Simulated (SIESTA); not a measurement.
Nb:

```
Nb
1.0
    -1.66395    1.66395    1.66395
     1.66395   -1.66395    1.66395
     1.66395    1.66395   -1.66395
Nb
1
Direct
  0.00000 0.00000 0.00000
```

Base run:

| Property | Result |
| --- | --- |
| Program | SIESTA 5.4.2 |
| Functional | PBEsol |
| Potentials or basis | PseudoDojo 0.4 standard (PBEsol files) |
| Basis | SZP (energy shift 0.003 Ry) |
| Grid cutoff | 800 Ry |
| Energy shift | 0.003 Ry |
| k mesh | 11 × 11 × 11 |
| Occupations | fermi-dirac, width 0.05 eV |
| Spin | no spin polarisation |

Its results: band gap on the k mesh none (metal or under the smearing width); pressure -5.2 GPa.

Q: After a change of settings the same cell gave: band gap on the k mesh none (metal or under the smearing width); pressure -9.7 GPa. Which change was it?
A. basis from SZP (energy shift 0.003 Ry) to DZP (energy shift 0.003 Ry; two zetas on semicore shells)
B. basis from SZP (energy shift 0.003 Ry) to SZ (energy shift 0.003 Ry)
C. basis from SZP (energy shift 0.003 Ry) to TZP (energy shift 0.003 Ry; two zetas on semicore shells)
D. basis from SZP (energy shift 0.003 Ry) to TZDP (energy shift 0.003 Ry; two zetas on semicore shells)

A: B.

Caveats: the basis of atomic orbitals isn't converged, which shifts pressures, moduli and gaps; the basis has no polarisation orbitals (some runs).
